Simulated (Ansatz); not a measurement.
**Cu: compression at zero temperature**

A pressure series on Cu (-2 to 40 GPa): equation of state, axes and gap.

Computed with Ansatz 0.2.0 (DFT r2SCAN, scalar-relativistic, plane waves, PAW, unless a step's input says otherwise).

1 further run of the same task is left out (set aside as unsound or not needed).

## 1. The structure to begin with

Symmetry: Fm-3m, No. 225, cubic system. Conventional cell: a = 3.577 Å, b = 3.577 Å, c = 3.577 Å, α = 90.00°, β = 90.00°, γ = 90.00°. Cu (site symmetry m-3m) is surrounded by 12 Cu at 2.53 Å.

Coordinates:

```cif
data_structure
_symmetry_space_group_name_H-M 'Fm-3m'
_symmetry_Int_Tables_number 225
_cell_length_a 3.5767
_cell_length_b 3.5767
_cell_length_c 3.5767
_cell_angle_alpha 90.000
_cell_angle_beta 90.000
_cell_angle_gamma 90.000
_cell_volume 45.75
loop_
_atom_site_label
_atom_site_type_symbol
_atom_site_symmetry_multiplicity
_atom_site_Wyckoff_symbol
_atom_site_fract_x
_atom_site_fract_y
_atom_site_fract_z
_atom_site_occupancy
Cu1 Cu 4 a 0.00000 0.00000 0.00000 1
```

It goes back to an entry of the Materials Project.

It is the result of an earlier relaxation at this level (volume 11.44 Å³/atom; gap on the mesh: none (metal)).

## 2. Relaxing at -2 GPa

The input, input.yaml:

```yaml
crystal:
  lattice:
    - [0.0, 1.7998269111, 1.7998269111]
    - [1.7998269111, 0.0, 1.7998269111]
    - [1.7998269111, 1.7998269111, 0.0]
  atoms:
    - { symbol: Cu, position: [0.0, 0.0, 0.0] }
basis:
  ecutwfc: 500
kpoints:
  mp_grid: { grid: [20, 20, 20] }
hamiltonian:
  xc: r2scan
scf:
  occupations: { method: gaussian, width: 0.1 }
output:
  forces: true
  stress: true
  eigenvalues: true
relax:
  adjacent_minimum: "off"
  f_tol: 0.008
  max_steps: 50
  cell: { stress_tol: 0.08, p_target: -2.0 }
```

Command:

```sh
$ ansatz run input.yaml --threads 1 --pin off --max-ram 2560MiB --backend cpu --events-out ev --progress --plain --runs-dir out
```

Further runs follow: target pressure 2 GPa; target pressure 5 GPa; target pressure 10 GPa; target pressure 20 GPa; relaxing at 40 GPa.

**Question.** What will these runs give? Wanted: bulk modulus B0; B0'.

**Answer**, as computed:

| quantity | value |
| --- | --- |
| volume at 40 GPa | 9.72 Å³/atom, V/V0 = 0.850 |
| bulk modulus B0 (third-order Birch-Murnaghan) | 163 GPa |
| B0' | 5.0 |

Up to 40 GPa the volume falls by 15.0 %. A third-order Birch-Murnaghan curve fits the points with B0 = 163 GPa. Other structures may take over in this range; these runs cannot find them.
